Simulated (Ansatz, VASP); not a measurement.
ZrC in VASP and in Ansatz

Contents of INCAR:

```
SYSTEM = ZrC
ALGO = Normal ; EDIFF = 1E-7
ENCUT = 520 ; GGA = CA
ISIF = 2 ; ISMEAR = 0
LASPH = .TRUE. ; LCHARG = .TRUE.
LELF = .TRUE. ; LREAL = .FALSE.
LVHAR = .TRUE. ; LWAVE = .FALSE.
NBANDS = 15 ; NELM = 60
PREC = Accurate ; SIGMA = 0.15
```

KPOINTS

```
k-points
0
G
  16 16 16
  0 0 0
```

Contents of POSCAR:

```
ZrC
1.0
    0.0000000000      2.2395031095      2.4831796137
    2.2395031095      0.0000000000      2.4831796137
    2.2395031095      2.2395031095      0.0000000000
Zr C
1 1
Direct
    0.4967462522      0.5032537478      0.5032537478
    0.0247120666     -0.0247120666     -0.0247120666
```

Input for Ansatz:

```yaml
crystal:
  lattice:
    - [0.0, 2.2395031095, 2.4831796137]
    - [2.2395031095, 0.0, 2.4831796137]
    - [2.2395031095, 2.2395031095, 0.0]
  atoms:
    - { symbol: Zr, position: [0.4967462522, 0.5032537478, 0.5032537478] }
    - { symbol: C, position: [0.0247120666, -0.0247120666, -0.0247120666] }
basis:
  ecutwfc: 520.0
kpoints:
  mp_grid: { grid: [16, 16, 16] }
hamiltonian:
  xc: lda
scf:
  occupations: { method: gaussian, width: 0.15 }
output:
  forces: true
  stress: true
  eigenvalues: true
```

Change from the starting cell: mode 4 frozen in at -0.115 Å, strain +e along z and -e/2 along x and y +0.0700.

Alike in both runs: task single point; functional LDA; k mesh 16 × 16 × 16; occupations gaussian, width 0.15 eV; no spin polarisation.

```csv
,VASP,Ansatz
version,VASP 6.6.1,Ansatz 0.2.0
potentials or method,"VASP PAW LDA potentials, release 64 (Zr_sv, C)","scalar-relativistic, plane waves, PAW"
plane-wave cutoff (eV),520,520
valence electrons in the cell,16,16
```

Ansatz gave:

```
gap on the k mesh at the Fermi level (eV)       : none
pressure (GPa)                                  : 7.7
largest component of the traceless stress (GPa) : 27.92
rms of the force components (eV/Å)              : 0.912
```

Q: Which values does VASP return?

A: gap on the k mesh at the Fermi level (eV): none; pressure (GPa): 8.3; largest component of the traceless stress (GPa): 28.20; rms of the force components (eV/Å): 0.921.

Atom by atom the forces differ by 0.009 eV/Å (rms over components). A gap of «none» marks a metal or a gap that the smearing closes.

Caveats: forces of over 1 eV/Å show positions far from the minimum, so gaps and moduli don't describe the material at rest.
